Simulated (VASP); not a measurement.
A run of VASP 6.6.1 is set up as follows.

Contents of INCAR:

```
SYSTEM = Al
  PREC = Accurate
  ENCUT = 520
  EDIFF = 1E-7
  ISMEAR = 1
  SIGMA = 0.1
  LREAL = .FALSE.
  LASPH = .TRUE.
  NELM = 80
  ALGO = Fast
  ISIF = 2
  LWAVE = .FALSE.
  LCHARG = .FALSE.
  GGA = PS
  NBANDS = 8
  ICORELEVEL = 1
```

Contents of KPOINTS:

```
Automatic mesh
0
G
  16 16 16
  0 0 0
```

File POSCAR:

```
Al                                      
1.0
    0.0000000000      2.0078218401      2.0078218401
    2.0078218401      0.0000000000      2.0078218401
    2.0078218401      2.0078218401      0.0000000000
  Al            
     1
Direct
     0.0000000000000000    0.0000000000000000    0.0000000000000000
```

Contents of KPOINTS_OPT:

```
explicit points
106
Reciprocal
 0.0000000000  0.0000000000  0.0000000000 1
 0.0555555556  0.0000000000  0.0555555556 1
 0.1111111111  0.0000000000  0.1111111111 1
 0.1666666667  0.0000000000  0.1666666667 1
 0.2222222222  0.0000000000  0.2222222222 1
 0.2777777778  0.0000000000  0.2777777778 1
 0.3333333333  0.0000000000  0.3333333333 1
 0.3888888889  0.0000000000  0.3888888889 1
 0.4444444444  0.0000000000  0.4444444444 1
 0.5000000000  0.0000000000  0.5000000000 1
 0.5000000000  0.0000000000  0.5000000000 1
 0.5000000000  0.0277777778  0.5277777778 1
 0.5000000000  0.0555555556  0.5555555556 1
 0.5000000000  0.0833333333  0.5833333333 1
 0.5000000000  0.1111111111  0.6111111111 1
 0.5000000000  0.1388888889  0.6388888889 1
 0.5000000000  0.1666666667  0.6666666667 1
 0.5000000000  0.1944444444  0.6944444444 1
 0.5000000000  0.2222222222  0.7222222222 1
 0.5000000000  0.2500000000  0.7500000000 1
 0.5000000000  0.2500000000  0.7500000000 1
 0.4861111111  0.2638888889  0.7500000000 1
 0.4722222222  0.2777777778  0.7500000000 1
 0.4583333333  0.2916666667  0.7500000000 1
 0.4444444444  0.3055555556  0.7500000000 1
 0.4305555556  0.3194444444  0.7500000000 1
 0.4166666667  0.3333333333  0.7500000000 1
 0.4027777778  0.3472222222  0.7500000000 1
 0.3888888889  0.3611111111  0.7500000000 1
 0.3750000000  0.3750000000  0.7500000000 1
 0.3750000000  0.3750000000  0.7500000000 1
 0.3333333333  0.3333333333  0.6666666667 1
 0.2916666667  0.2916666667  0.5833333333 1
 0.2500000000  0.2500000000  0.5000000000 1
 0.2083333333  0.2083333333  0.4166666667 1
 0.1666666667  0.1666666667  0.3333333333 1
 0.1250000000  0.1250000000  0.2500000000 1
 0.0833333333  0.0833333333  0.1666666667 1
 0.0416666667  0.0416666667  0.0833333333 1
 0.0000000000  0.0000000000  0.0000000000 1
 0.0000000000  0.0000000000  0.0000000000 1
 0.0555555556  0.0555555556  0.0555555556 1
 0.1111111111  0.1111111111  0.1111111111 1
 0.1666666667  0.1666666667  0.1666666667 1
 0.2222222222  0.2222222222  0.2222222222 1
 0.2777777778  0.2777777778  0.2777777778 1
 0.3333333333  0.3333333333  0.3333333333 1
 0.3888888889  0.3888888889  0.3888888889 1
 0.4444444444  0.4444444444  0.4444444444 1
 0.5000000000  0.5000000000  0.5000000000 1
 0.5000000000  0.5000000000  0.5000000000 1
 0.5138888889  0.4722222222  0.5138888889 1
 0.5277777778  0.4444444444  0.5277777778 1
 0.5416666667  0.4166666667  0.5416666667 1
 0.5555555556  0.3888888889  0.5555555556 1
 0.5694444444  0.3611111111  0.5694444444 1
 0.5833333333  0.3333333333  0.5833333333 1
 0.5972222222  0.3055555556  0.5972222222 1
 0.6111111111  0.2777777778  0.6111111111 1
 0.6250000000  0.2500000000  0.6250000000 1
 0.6250000000  0.2500000000  0.6250000000 1
 0.6111111111  0.2500000000  0.6388888889 1
 0.5972222222  0.2500000000  0.6527777778 1
 0.5833333333  0.2500000000  0.6666666667 1
 0.5694444444  0.2500000000  0.6805555556 1
 0.5555555556  0.2500000000  0.6944444444 1
 0.5416666667  0.2500000000  0.7083333333 1
 0.5277777778  0.2500000000  0.7222222222 1
 0.5138888889  0.2500000000  0.7361111111 1
 0.5000000000  0.2500000000  0.7500000000 1
 0.5000000000  0.2500000000  0.7500000000 1
 0.5000000000  0.2777777778  0.7222222222 1
 0.5000000000  0.3055555556  0.6944444444 1
 0.5000000000  0.3333333333  0.6666666667 1
 0.5000000000  0.3611111111  0.6388888889 1
 0.5000000000  0.3888888889  0.6111111111 1
 0.5000000000  0.4166666667  0.5833333333 1
 0.5000000000  0.4444444444  0.5555555556 1
 0.5000000000  0.4722222222  0.5277777778 1
 0.5000000000  0.5000000000  0.5000000000 1
 0.5000000000  0.5000000000  0.5000000000 1
 0.4861111111  0.4861111111  0.5277777778 1
 0.4722222222  0.4722222222  0.5555555556 1
 0.4583333333  0.4583333333  0.5833333333 1
 0.4444444444  0.4444444444  0.6111111111 1
 0.4305555556  0.4305555556  0.6388888889 1
 0.4166666667  0.4166666667  0.6666666667 1
 0.4027777778  0.4027777778  0.6944444444 1
 0.3888888889  0.3888888889  0.7222222222 1
 0.3750000000  0.3750000000  0.7500000000 1
 0.6250000000  0.2500000000  0.6250000000 1
 0.6111111111  0.2222222222  0.6111111111 1
 0.5972222222  0.1944444444  0.5972222222 1
 0.5833333333  0.1666666667  0.5833333333 1
 0.5694444444  0.1388888889  0.5694444444 1
 0.5555555556  0.1111111111  0.5555555556 1
 0.5416666667  0.0833333333  0.5416666667 1
 0.5277777778  0.0555555556  0.5277777778 1
 0.5138888889  0.0277777778  0.5138888889 1
 0.5000000000  0.0000000000  0.5000000000 1
 0.0000000000  0.0000000000  0.0000000000 1
 0.3750000000  0.3750000000  0.7500000000 1
 0.5000000000  0.5000000000  0.5000000000 1
 0.6250000000  0.2500000000  0.6250000000 1
 0.5000000000  0.2500000000  0.7500000000 1
 0.5000000000  0.0000000000  0.5000000000 1
```

Potentials or basis: VASP PAW PBE potentials, release 64 (Al).

Run with:

```sh
$ cat potpaw_PBE.64/Al/POTCAR > POTCAR
$ mpirun -np 1 vasp_std > vasp.out
```

Q: Predict the band gap along the path.

A: None (metal or under the smearing width).

Q: Predict the pressure.

A: 0.0 GPa.

Levels at the corners of the path, in eV from the Fermi level:
```tsv
point	band 1	band 2	band 3	band 4	band 5	band 6
Γ	-11.30	12.67	12.67	12.67	14.30	14.30
X	-3.00	-1.65	5.22	5.64	5.64	9.20
X	-3.00	-1.65	5.22	5.64	5.64	9.20
W	-0.90	-0.90	0.09	1.18	15.94	15.94
W	-0.90	-0.90	0.09	1.18	15.94	15.94
K	-1.95	-1.43	-0.40	6.62	8.27	15.84
K	-1.95	-1.43	-0.40	6.62	8.27	15.84
Γ	-11.30	12.67	12.67	12.67	14.30	14.30
Γ	-11.30	12.67	12.67	12.67	14.30	14.30
L	-4.70	-4.44	11.49	11.49	11.57	11.57
L	-4.70	-4.44	11.49	11.49	11.57	11.57
U	-1.95	-1.43	-0.40	6.62	8.27	15.84
U	-1.95	-1.43	-0.40	6.62	8.27	15.84
W	-0.90	-0.90	0.09	1.18	15.94	15.94
W	-0.90	-0.90	0.09	1.18	15.94	15.94
L	-4.70	-4.44	11.49	11.49	11.57	11.57
L	-4.70	-4.44	11.49	11.49	11.57	11.57
K	-1.95	-1.43	-0.40	6.62	8.27	15.84
U	-1.95	-1.43	-0.40	6.62	8.27	15.84
X	-3.00	-1.65	5.22	5.64	5.64	9.20
```

Caveat: the PAW data sets were made with another functional, which shifts forces and pressure a little.
